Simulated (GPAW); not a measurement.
Crystal: AlN.

```
Al N
1.0
     3.11300    0.00000    0.00000
    -1.55650    2.69594    0.00000
     0.00000    0.00000    4.98100
Al N
2 2
Direct
  0.66667 0.33333 0.50000
  0.33333 0.66667 0.00000
  0.66667 0.33333 0.88000
  0.33333 0.66667 0.38000
```

Base run:

* Program: GPAW 26.7.0
* Functional: TB-mBJ
* Potentials or basis: GPAW PAW data sets for LDA (gpaw-data 1.2.1)
* Cutoff: 800 eV
* Basis: pw
* k mesh: 7 × 7 × 4
* Occupations: fermi-dirac, width 0.05 eV
* Spin: no spin polarisation

Its results: band gap on the k mesh 5.76 eV, direct.

The run is repeated on the same cell with these changes: functional from TB-mBJ to mBEEF; potentials or basis from GPAW PAW data sets for LDA (gpaw-data 1.2.1) to GPAW PAW data sets (gpaw-data 1.2.1). What comes out?

Band gap on the k mesh 5.04 eV, direct.

Caveats: a model potential gives levels but no total energy (some runs).
